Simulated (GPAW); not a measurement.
# Ge (Fd-3m) in GPAW: settings compared

The runs below take Ge through band structure, equation of state, with BLYP, M06-L+D4, RPBE.

All numbers are computed with GPAW 26.7.0; they aren't measurements. Logs are shortened: lines on timing, memory, paths and dates and some standing lists are left out, and cuts for length are marked. The log counts tension as positive stress, the text compression.

**Experimental background.**

From “Electronic and optical properties of SixGe1-x-ySny alloys lattice-matched to Ge”, 2021, arxiv:2109.02782, for a bulk crystal of Ge at 300 K: band gap 0.807 eV (direct).

The runs below are set against these values where they give the same quantity.

### 1 Starting point

Symmetry: Fd-3m, No. 227, cubic system. Conventional cell: a = 5.658 Å, b = 5.658 Å, c = 5.658 Å, α = 90.00°, β = 90.00°, γ = 90.00°. Ge (site symmetry -43m) has 4 Ge at 2.45 Å as nearest neighbours.

### 2 Band structure, BLYP, spin-orbit coupling, no magnetisation

Input file run.py:

```python
import numpy as np
from ase.dft.bandgap import bandgap
from ase.io import read, write
from ase.units import GPa
from gpaw import GPAW, PW, setup_paths
from gpaw.spinorbit import soc_eigenstates

setup_paths.insert(0, '.')

atoms = read('Ge.cif')

calc = GPAW(mode=PW(600),
            xc='BLYP',
            kpts={'size': (8, 8, 8), 'gamma': True},
            occupations={'name': 'fermi-dirac', 'width': 0.05},
            nbands=11,
            convergence={'density': 1e-05, 'energy': 1e-05},
            eigensolver='davidson',
            maxiter=150,
            txt='gpaw.txt')
atoms.calc = calc
energy = atoms.get_potential_energy()
forces = atoms.get_forces()
stress = atoms.get_stress()
calc.write('gs.gpw')
write('result.traj', atoms)
print(f'Energy: {energy:.6f} eV')
print('Forces (eV/A):')
print(forces.round(4))
print('Stress (GPa):', (stress / GPa).round(3))
print('Fermi level:', round(calc.get_fermi_level(), 4), 'eV')
print(f'Gap: {bandgap(calc)[0]:.4f} eV, direct: {bandgap(calc, direct=True)[0]:.4f} eV')

path = atoms.cell.bandpath('GXWKGLUWLK,UX', npoints=100, eps=1e-4)
bs_calc = calc.fixed_density(kpts=path, symmetry='off', nbands=21,
                             convergence={'bands': 'CBM+6.0', 'eigenstates': 1e-6}, txt='bands.txt')
bs = bs_calc.band_structure()
bs.write('bs.json')
print(f'Gap on the path: {bandgap(bs_calc)[0]:.4f} eV')

soc = soc_eigenstates(bs_calc, theta=54.7, phi=45)
np.savetxt('soc_bands.dat', soc.eigenvalues(), fmt='%.4f')
mesh = soc_eigenstates('gs.gpw', theta=54.7, phi=45)
np.savetxt('soc_mesh.dat', mesh.eigenvalues(), fmt='%.4f')
print('Fermi level with spin-orbit coupling:', round(mesh.fermi_level, 4), 'eV')
```

Input file Ge.cif:

```cif
data_Ge
_cell_length_a 4.00068289
_cell_length_b 4.00068289
_cell_length_c 4.00068289
_cell_angle_alpha 60.00000000
_cell_angle_beta 60.00000000
_cell_angle_gamma 60.00000000
_space_group_name_H-M_alt 'P1'
_space_group_name_Hall 'P 1'
_space_group_IT_number 1
loop_
_space_group_symop_operation_xyz
'x,y,z'
loop_
_atom_site_label
_atom_site_type_symbol
_atom_site_symmetry_multiplicity
_atom_site_Wyckoff_symbol
_atom_site_fract_x
_atom_site_fract_y
_atom_site_fract_z
_atom_site_occupancy
Ge1 Ge 1 a 0.7500000000 0.7500000000 0.7500000000 1
Ge2 Ge 1 a 0.5000000000 0.5000000000 0.5000000000 1
```

Potentials or basis: PAW data sets generated in the run's folder for this functional, pw.

Started as:

```bash
gpaw-setup -f BLYP Ge
OMP_NUM_THREADS=1 python run.py
```

gpaw.txt:

```text
__  _  _
 | _ |_)|_||  |
 |__||  | ||/\| - 26.7.0

Input parameters:
  mode=PW(ecut=600.0),
  convergence={'density': 1e-05, 'energy': 1e-05},
  eigensolver=Davidson(niter=2),
  kpts=MonkhorstPack(size=(8, 8, 8), gamma=True),
  maxiter=150,
  nbands=11,
  occupations=Occupations(name='fermi-dirac', width=0.05),
  xc=XC(name='BLYP')

Diagonalizing LCAO Hamiltonian
Converting LCAO to pw mode

             Ge
       Ge

Atoms  # Å, Bohr magnetons
|   | symbol |        x |        y |        z |    initial magnetic moments |
|---|--------|----------|----------|----------|-----------------------------|
| 0 |     Ge | 6.001024 | 3.464693 | 2.449908 | ( 0.0000,  0.0000,  0.0000) |
| 1 |     Ge | 4.000683 | 2.309795 | 1.633272 | ( 0.0000,  0.0000,  0.0000) |

Unit cell  # Å
| periodic |        x |        y |        z |  lengths |    angles |
|----------|----------|----------|----------|----------|-----------|
|      yes | 4.000683 | 0.000000 | 0.000000 | 4.000683 | 60.000000 |
|      yes | 2.000341 | 3.464693 | 0.000000 | 4.000683 | 60.000000 |
|      yes | 2.000341 | 1.154898 | 3.266544 | 4.000683 | 60.000000 |

Number of symmetries: 24
Symmetry operations  # r_c * U_cc + t_c -> r_c
|    | kind |            matrix            |
|----|------|------------------------------|
|  0 |  E   |  1, 0, 0,  0, 1, 0,  0, 0, 1 |
|  1 |  σ   |  1, 0, 0,  0, 0, 1,  0, 1, 0 |
|  2 |  σ   |  1, 0,-1,  0, 1,-1,  0, 0,-1 |
|  3 |  C3  |  1, 0,-1,  0, 0,-1,  0, 1,-1 |
|  4 |  C3  |  1,-1, 0,  0,-1, 1,  0,-1, 0 |
|  5 |  σ   |  1,-1, 0,  0,-1, 0,  0,-1, 1 |
|  6 |  σ   |  0, 1, 0,  1, 0, 0,  0, 0, 1 |
|  7 |  C3  |  0, 1, 0,  0, 0, 1,  1, 0, 0 |
|  8 |  C2  |  0, 1,-1,  1, 0,-1,  0, 0,-1 |
|  9 |  S4  |  0, 1,-1,  0, 0,-1,  1, 0,-1 |
| 10 |  C3  |  0, 0, 1,  1, 0, 0,  0, 1, 0 |
| 11 |  σ   |  0, 0, 1,  0, 1, 0,  1, 0, 0 |
| 12 |  S4  |  0, 0,-1,  1, 0,-1,  0, 1,-1 |
| 13 |  C3  |  0, 0,-1,  0, 1,-1,  1, 0,-1 |
| 14 |  S4  |  0,-1, 1,  1,-1, 0,  0,-1, 0 |
| 15 |  C2  |  0,-1, 1,  0,-1, 0,  1,-1, 0 |
| 16 |  C3  |  0,-1, 0,  1,-1, 0,  0,-1, 1 |
| 17 |  S4  |  0,-1, 0,  0,-1, 1,  1,-1, 0 |
| 18 |  S4  | -1, 1, 0, -1, 0, 1, -1, 0, 0 |
| 19 |  C3  | -1, 1, 0, -1, 0, 0, -1, 0, 1 |
| 20 |  C3  | -1, 0, 1, -1, 1, 0, -1, 0, 0 |
| 21 |  S4  | -1, 0, 1, -1, 0, 0, -1, 1, 0 |
| 22 |  σ   | -1, 0, 0, -1, 1, 0, -1, 0, 1 |
| 23 |  C2  | -1, 0, 0, -1, 0, 1, -1, 1, 0 |

BZ-sampling:
  Number of BZ points: 512
  Number of IBZ points: 29

  Monkhorst-Pack size: [8, 8, 8]
  Monkhorst-Pack shift: [0.0625, 0.0625, 0.0625]

K-points  # in reciprocal-cell coordinates
|     |                                coordinates |     weight |
|-----|--------------------------------------------|------------|
|   0 | (  0.00000000,   0.00000000,   0.00000000) | 0.00195312 |
|   1 | (  0.12500000,   0.12500000,   0.00000000) | 0.01171875 |
|   2 | (  0.12500000,   0.12500000,   0.12500000) | 0.01562500 |
|   3 | (  0.25000000,   0.12500000,   0.12500000) | 0.02343750 |
|   4 | (  0.25000000,   0.25000000,   0.00000000) | 0.01171875 |
|   5 | (  0.25000000,   0.25000000,   0.12500000) | 0.04687500 |
|   6 | (  0.25000000,   0.25000000,   0.25000000) | 0.01562500 |
|   7 | (  0.37500000,   0.25000000,  -0.37500000) | 0.04687500 |
|   8 | (  0.37500000,   0.25000000,   0.12500000) | 0.04687500 |
|   9 | (  0.37500000,   0.25000000,   0.25000000) | 0.04687500 |
| ... |                                            |            |
|  28 | (  0.50000000,   0.50000000,   0.50000000) | 0.00781250 |

Plane wave coefficients: 1540
Cutoff: 600.0 eV

Spin-components: 1 (collinear spins)
Bands:           11
Projectors:      10
Spin-degeneracy: 2
Datatype:        complex128

Parallelization:
  kpt:    1
  domain: 1
  band:   1

Density:
  Valence electrons: 8.0
  Components: 1
  Grid points: [24 24 24]
  Charge: 0.0  # |e|

Potential:
  Grid points: [24 24 24]

species:
  Ge:
    name:    Germanium
    Z:       32.0
    valence: 4
    core:    28
    charge:  0.0  # [|e|]
    compensation charges:
      type: gauss
      rc: 0.32  # [Å]
      lmax: 2
    cutoffs:
      filter: 1.77  # [Å]
      core: 3.42  # [Å]
    projectors
    | kind |    occ | energy [eV] | rcut [Å] |
    |------|--------|-------------|----------|
    |   4s |  2.000 |     -11.662 |    1.005 |
    |   4p |  2.000 |      -3.790 |    1.005 |
    |    s |        |      15.550 |    1.005 |
    |    p |        |      23.421 |    1.005 |
    |    d |        |       0.000 |    1.005 |

    Using partial waves for Ge as LCAO basis

Reference energy: -114217.162707  # eV

eigensolver:
  Davidson
  Converge bands: occupied
  niter=2

density mixing:
  MSR1-Mixer
  Pratt-step length: 0.05
  Maximum mixing coefficient: 0.75
  Old densities: 10
  SVD Regularization: 0.005
  Good broyden scale: 1.0
  Trust region scale: 1.0
  Backstep threshold: 4.0
  History deletion threshold: 6.0
  Fourier metric: weight=20.0, sigma=0.015

occupation numbers:
  Fermi-Dirac:
    width: 0.0500  # eV

poisson solver:
  ecut: 4800.0  # eV

xc functional:
  name: BLYP with 2 nearest neighbor stencil

convergence criteria:
- Maximum integral of absolute [dens]ity change: 1e-05 electrons / valence electron
- Maximum [total energy] change in last 3 cyles: 1e-05 eV / valence electron
- Maximum integral of absolute [eigenst]ate change: 4e-08 eV^2 / valence electron
maximum number of iterations: 150

SCF iterations
|iter     | |      energy | eigst |  dens |
|---------|-|-------------|-------|-------|
|iter:   1| |   -7.574216 | -0.35 |       |
|iter:   2| |   -7.569015 | -2.51 | -0.89 |
|iter:   3| |   -7.513868 | -2.45 | -0.91 |
|iter:   4| |   -7.515013 | -3.56 | -1.55 |
|iter:   5| |   -7.515070 | -4.71 | -2.17 |
|iter:   6| |   -7.515073c| -5.94 | -3.31 |
|iter:   7| |   -7.515074c| -6.80 | -3.72 |
|iter:   8| |   -7.515074c| -7.72c| -5.02c|

Converged in 8 steps
Energy contributions relative to reference atoms: (reference = -114217.162707)

Energy contributions:
  Kinetic:          33.316418
  Coulomb:         -29.776840
  Zero:              0.013415
  External:          0.000000
  Xc:              -11.067751
  Entropy:          -0.000634
  Spinorbit:         0.000000
  ----------------------------
  Free energy:      -7.515391
  Extrapolated:     -7.515074

dipole moment: (5.136812, 2.965740, 2.097095)  # |e|*Ang

Fermi level: 6.415
Eigenvalues  # (at kpt = [0.000, 0.000, 0.000])
| band index |      eig [eV] | occ [0-2] |
|------------|---------------|-----------|
|          0 |        -6.382 |     2.000 |
|          1 |         6.247 |     1.934 |
|          2 |         6.392 |     1.223 |
|          3 |         6.392 |     1.223 |
|          4 |         6.392 |     1.223 |
|          5 |         8.984 |     0.000 |
|          6 |         8.984 |     0.000 |
|          7 |         8.984 |     0.000 |
|          8 |        13.127 |     0.000 |
|          9 |        15.948 |     0.000 |
|         10 |        16.926 |     0.000 |

No gap
No difference between direct/indirect transitions

Forces  # eV/Ang
|        x |       y |       z |
|----------|---------|---------|
|  0.00000 | 0.00000 | 0.00000 |  # Ge   0
| -0.00000 | 0.00000 | 0.00000 |  # Ge   1

Stress tensor  # eV/Ang^3
|         x |         y |         z |
|-----------|-----------|-----------|
| -0.047522 |  0.000000 |  0.000000 |
|  0.000000 | -0.047522 |  0.000000 |
|  0.000000 |  0.000000 | -0.047522 |

# Writing to gs.gpw (mode='')
```

Wall time 18 s (1 thread of Intel Xeon 6975P-C (Granite Rapids), shared host); peak memory 0.26 GiB.

Results:

* Free energy: -7.5154 eV
* Pressure: 7.6 GPa
* Band gap along the path: none (metal or under the smearing width)

Levels at the corners of the path, in eV from the Fermi level:
```
point  band 6  band 7  band 8  band 9  band 10  band 11
    Γ   -0.21    0.04    0.04    0.04     0.04     2.37
    X   -3.10   -3.10   -3.10    0.82     0.82     0.82
    W   -3.93   -3.85   -3.85    4.19     4.19     4.34
    K   -4.31   -2.66   -2.66    1.21     1.21     4.11
    Γ   -0.21    0.04    0.04    0.04     0.04     2.37
    L   -1.56   -1.36   -1.36    0.11     0.11     3.71
    U   -4.31   -2.66   -2.66    1.21     1.21     4.11
    W   -3.93   -3.85   -3.85    4.19     4.19     4.34
    L   -1.56   -1.36   -1.36    0.11     0.11     3.71
    K   -4.31   -2.66   -2.66    1.21     1.21     4.11
    U   -4.31   -2.66   -2.66    1.21     1.21     4.11
    X   -3.10   -3.10   -3.10    0.82     0.82     0.82
```

Caveat: spin-orbit coupling was added after a scalar SCF, so levels and gaps hold it while energy, forces, pressure and moments don't; this program's spin-orbit splittings come out too wide for heavy elements; this crystal is a semiconductor, whose small gap the functional closes, so the metal is an error of the method.

### 3 Equation of state, M06-L+D4

Input file run.py:

```python
from ase.calculators.mixing import SumCalculator
from ase.eos import EquationOfState
from ase.io import Trajectory, read
from ase.units import GPa
from dftd4.ase import DFTD4
from gpaw import GPAW, PW

atoms = read('POSCAR')

traj = Trajectory('eos.traj', 'w')
volumes, energies = [], []
for x in [0.94, 0.96, 0.98, 1.0, 1.02, 1.04, 1.06]:
    a = atoms.copy()
    a.set_cell(atoms.cell * x**(1 / 3), scale_atoms=True)
    calc = GPAW(mode=PW(600),
                xc='M06-L',
                kpts={'size': (8, 8, 8), 'gamma': True},
                occupations={'name': 'fermi-dirac', 'width': 0.05},
                nbands=11,
                convergence={'density': 1e-05, 'energy': 1e-05},
                maxiter=150,
                txt=f'eos-{x:.2f}.txt')
    a.calc = SumCalculator([calc, DFTD4(method='m06l')])
    energies.append(a.get_potential_energy())
    volumes.append(a.get_volume())
    p = -a.get_stress()[:3].mean() / GPa
    calc.write(f'eos-{x:.2f}.gpw')
    traj.write(a)
    print(f'{x:.2f} {volumes[-1]:10.4f} A^3 {energies[-1]:14.6f} eV {p:9.3f} GPa', flush=True)

v0, e0, B = EquationOfState(volumes, energies, eos='birchmurnaghan').fit()
print(f'V0 = {v0:.4f} A^3, E0 = {e0:.6f} eV, B0 = {B / GPa:.2f} GPa')
```

Input file POSCAR:

```
Ge
1.0
    0.0000000000      2.8289100000      2.8289100000
    2.8289100000      0.0000000000      2.8289100000
    2.8289100000      2.8289100000      0.0000000000
Ge
2
Direct
    0.7500000000      0.7500000000      0.7500000000
    0.5000000000      0.5000000000      0.5000000000
```

Potentials or basis: GPAW PAW data sets (gpaw-data 1.2.1), pw.

Started as:

```bash
OMP_NUM_THREADS=1 python run.py
```

It took 4.9 min on 1 thread of Intel Xeon 6975P-C (Granite Rapids), shared host; peak memory 0.47 GiB.

It converged, with:

```
Equilibrium volume : 23.62 Å³/atom (rough: see the caveat)
Bulk modulus       : 60 GPa (rough)
```

Energy against volume, from the lowest point:
```csv
volume (Å³/atom),energy (meV/atom)
21.281,55.26
21.733,34.06
22.186,18.96
22.639,8.36
23.092,2.22
23.545,0.00
23.997,1.07
```

Caveat: the points scatter about the fit; the PAW data sets were made with another functional, which shifts forces and pressure a little.

### 4 Equation of state, RPBE

run.py, as its differences from that of step 3:

```diff
@@ -1,2 +1,3 @@
-from ase.calculators.mixing import SumCalculator
+import spglib
+from ase import Atoms
 from ase.eos import EquationOfState
@@ -4,6 +5,8 @@
 from ase.units import GPa
-from dftd4.ase import DFTD4
 from gpaw import GPAW, PW
 
-atoms = read('POSCAR')
+atoms = read('Ge.cif')
+cell, positions, numbers = spglib.find_primitive(
+    (atoms.cell[:], atoms.get_scaled_positions(), atoms.numbers), symprec=1e-4)
+atoms = Atoms(numbers, cell=cell, scaled_positions=positions, pbc=True)
 
@@ -15,3 +18,3 @@
     calc = GPAW(mode=PW(600),
-                xc='M06-L',
+                xc='RPBE',
                 kpts={'size': (8, 8, 8), 'gamma': True},
@@ -22,4 +25,4 @@
                 txt=f'eos-{x:.2f}.txt')
-    a.calc = SumCalculator([calc, DFTD4(method='m06l')])
-    energies.append(a.get_potential_energy())
+    a.calc = calc
+    energies.append(a.get_potential_energy(force_consistent=True))
     volumes.append(a.get_volume())
```

Input file Ge.cif:

```cif
data_Ge
_cell_length_a 5.65782000
_cell_length_b 5.65782000
_cell_length_c 5.65782000
_cell_angle_alpha 90.00000000
_cell_angle_beta 90.00000000
_cell_angle_gamma 90.00000000
_space_group_name_H-M_alt 'Fd-3m'
_space_group_name_Hall 'F 4d 2 3 -1d'
_space_group_IT_number 227
loop_
_space_group_symop_operation_xyz
'x,y,z'
'-y+1/4,x+1/4,z+1/4'
'-x,-y+1/2,z+1/2'
'y+3/4,-x+1/4,z+3/4'
'x,-y,-z'
'-y+1/4,-x+3/4,-z+3/4'
'-x,y+1/2,-z+1/2'
'y+3/4,x+3/4,-z+1/4'
'z,x,y'
'z+1/4,-y+1/4,x+1/4'
'z+1/2,-x,-y+1/2'
'z+3/4,y+3/4,-x+1/4'
'-z,x,-y'
'-z+3/4,-y+1/4,-x+3/4'
'-z+1/2,-x,y+1/2'
'-z+1/4,y+3/4,x+3/4'
'y,z,x'
'x+1/4,z+1/4,-y+1/4'
'-y+1/2,z+1/2,-x'
'-x+1/4,z+3/4,y+3/4'
'-y,-z,x'
'-x+3/4,-z+3/4,-y+1/4'
'y+1/2,-z+1/2,-x'
'x+3/4,-z+1/4,y+3/4'
'-x+1/4,-y+1/4,-z+1/4'
'y,-x,-z'
'x+1/4,y+3/4,-z+3/4'
'-y+1/2,x,-z+1/2'
'-x+1/4,y+1/4,z+1/4'
'y,x+1/2,z+1/2'
'x+1/4,-y+3/4,z+3/4'
'-y+1/2,-x+1/2,z'
'-z+1/4,-x+1/4,-y+1/4'
'-z,y,-x'
'-z+3/4,x+1/4,y+3/4'
'-z+1/2,-y+1/2,x'
'z+1/4,-x+1/4,y+1/4'
'z+1/2,y,x+1/2'
'z+3/4,x+1/4,-y+3/4'
'z,-y+1/2,-x+1/2'
'-y+1/4,-z+1/4,-x+1/4'
[... 89 lines left out ...]
'-z+1/4,x+1/4,y+1/4'
'-z,-y+1/2,x+1/2'
'z+3/4,-x+1/4,y+3/4'
'z,y,x'
'z+1/4,x+1/4,-y+1/4'
'z+1/2,-y+1/2,-x'
'-y+3/4,-z+1/4,-x+3/4'
'-x+1/2,-z,y+1/2'
'y+1/4,-z+3/4,x+3/4'
'x+1/2,-z+1/2,-y'
'y+3/4,z+1/4,-x+3/4'
'x,z+1/2,y+1/2'
'-y+1/4,z+3/4,x+3/4'
'-x,z,-y'
'x+1/2,y+1/2,z'
'-y+3/4,x+3/4,z+1/4'
'-x+1/2,-y,z+1/2'
'y+1/4,-x+3/4,z+3/4'
'x+1/2,-y+1/2,-z'
'-y+3/4,-x+1/4,-z+3/4'
'-x+1/2,y,-z+1/2'
'y+1/4,x+1/4,-z+1/4'
'z+1/2,x+1/2,y'
'z+3/4,-y+3/4,x+1/4'
'z,-x+1/2,-y+1/2'
'z+1/4,y+1/4,-x+1/4'
'-z+1/2,x+1/2,-y'
'-z+1/4,-y+3/4,-x+3/4'
'-z,-x+1/2,y+1/2'
'-z+3/4,y+1/4,x+3/4'
'y+1/2,z+1/2,x'
'x+3/4,z+3/4,-y+1/4'
'-y,z,-x'
'-x+3/4,z+1/4,y+3/4'
'-y+1/2,-z+1/2,x'
'-x+1/4,-z+1/4,-y+1/4'
'y,-z,-x'
'x+1/4,-z+3/4,y+3/4'
'-x+3/4,-y+3/4,-z+1/4'
'y+1/2,-x+1/2,-z'
'x+3/4,y+1/4,-z+3/4'
'-y,x+1/2,-z+1/2'
'-x+3/4,y+3/4,z+1/4'
'y+1/2,x,z+1/2'
'x+3/4,-y+1/4,z+3/4'
'-y,-x,z'
'-z+3/4,-x+3/4,-y+1/4'
'-z+1/2,y+1/2,-x'
'-z+1/4,x+3/4,y+3/4'
'-z,-y,x'
'z+3/4,-x+3/4,y+1/4'
'z,y+1/2,x+1/2'
'z+1/4,x+3/4,-y+3/4'
'z+1/2,-y,-x+1/2'
'-y+3/4,-z+3/4,-x+1/4'
'-x+1/2,-z+1/2,y'
'y+1/4,-z+1/4,x+1/4'
'x+1/2,-z,-y+1/2'
'y+3/4,z+3/4,-x+1/4'
'x,z,y'
'-y+1/4,z+1/4,x+1/4'
'-x,z+1/2,-y+1/2'
loop_
_atom_site_label
_atom_site_type_symbol
_atom_site_symmetry_multiplicity
_atom_site_Wyckoff_symbol
_atom_site_fract_x
_atom_site_fract_y
_atom_site_fract_z
_atom_site_occupancy
Ge1 Ge 8 a 0.2500000000 0.2500000000 0.2500000000 1
```

Potentials or basis: the program's PAW data sets (release 1.2.1) made for this functional, pw.

Started as:

```bash
OMP_NUM_THREADS=1 python run.py
```

Run time: 33 s. Hardware: 1 thread of Intel Xeon 6975P-C (Granite Rapids), shared host; peak memory 0.24 GiB.

The run converged. Its results:

```yaml
Equilibrium_volume: "24.72 Å³/atom (rough: see the caveat)"
Bulk_modulus: 52 GPa (rough)
```

Energy against volume, from the lowest point:
```csv
volume (Å³/atom),energy (meV/atom)
21.281,102.31
21.733,72.72
22.186,48.92
22.639,30.34
23.092,16.31
23.545,6.30
23.997,0.00
```

Caveat: the minimum lies outside the volumes run.

### 5 Comparison with measurements

Step 2. A measured gap of Ge is 0.807 eV (direct; 300 K; “Electronic and optical properties of SixGe1-x-ySny alloys lattice-matched to Ge”, 2021, arxiv:2109.02782); the calculated 0.00 eV misses it by -0.81 eV. 3 values of this kind are on record (0.666 to 0.807 eV); this one was drawn at random among those near their median. The value is that of BLYP, without temperature or zero-point motion. Semilocal functionals fall short of measured gaps as a rule.
